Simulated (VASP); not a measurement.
Runs of VASP 6.6.1 on AlN. It takes space group F-43m (No. 216, cubic). The conventional cell has a = 4.368 Å, b = 4.368 Å, c = 4.368 Å, α = 90.00°, β = 90.00°, γ = 90.00°. Al (site symmetry -43m) has 4 N at 1.89 Å as nearest neighbours. N (site symmetry -43m) is surrounded by 4 Al at 1.89 Å. Measurements of this composition are mostly on another form, of space group No. 186.

| task | level | potentials or basis | cell | k mesh | cutoff (eV) | mesh quality | gap on the mesh (eV) | pressure (GPa) | relaxed volume (Å³/atom) |
| --- | --- | --- | --- | --- | --- | --- | --- | --- | --- |
| single point | PBEsol | VASP PAW PBE potentials, release 64 (Al, N) | as given | 10 × 10 × 10 | 520 | not flagged | 3.19 | 1.3 | - |
| relaxation of cell and atoms | PBE+D3(BJ) | VASP PAW PBE potentials, release 64 (Al, N) | relaxed | 10 × 10 × 10 | 600 | not flagged | 3.32 | 0.0 | (b) |
| relaxation of cell and atoms | RPBE | VASP PAW PBE potentials, release 64 (Al, N) | relaxed | 10 × 10 × 10 | 600 | not flagged | (a) | 0.0 | 10.83 |
| relaxation of cell and atoms | PBE | VASP PAW PBE potentials, release 64 (Al, N) | relaxed | 10 × 10 × 10 | 600 | not flagged | 3.31 | 0.0 | 10.65 |
| relaxation of cell and atoms | PBEsol | VASP PAW PBE potentials, release 64 (Al, N) | relaxed | 10 × 10 × 10 | 580 | not flagged | 3.18 | 0.0 | 10.48 |
| relaxation of cell and atoms | PBEsol | VASP PAW PBE potentials, release 64 (Al, N) | relaxed | 4 × 4 × 4 | 600 | coarse | 3.15 | 0.0 | 10.48 |
| relaxation of cell and atoms | PBEsol | VASP PAW PBE potentials, release 64 (Al, N) | relaxed | 10 × 10 × 10 | 600 | not flagged | 3.18 | 0.0 | 10.48 |
| relaxation of cell and atoms | PBEsol | VASP PAW PBE potentials, release 64 (Al, N_s) | relaxed | 10 × 10 × 10 | 480 | not flagged | 3.19 | 0.0 | 10.48 |
| relaxation of cell and atoms | LDA | VASP PAW LDA potentials, release 64 (Al, N) | relaxed | 10 × 10 × 10 | 600 | not flagged | 3.23 | 0.0 | 10.26 |

Alike in all rows: no spin polarisation; smearing gaussian 0.02 eV.

Q: Estimate the missing entries.

A: (a) 3.34; (b) 10.43.

Caveats: some runs use coarse meshes; the PAW data sets were made with another functional, which shifts forces and pressure a little (some runs).

A k mesh can miss the band edges.

Not every run made on this cell is shown here.
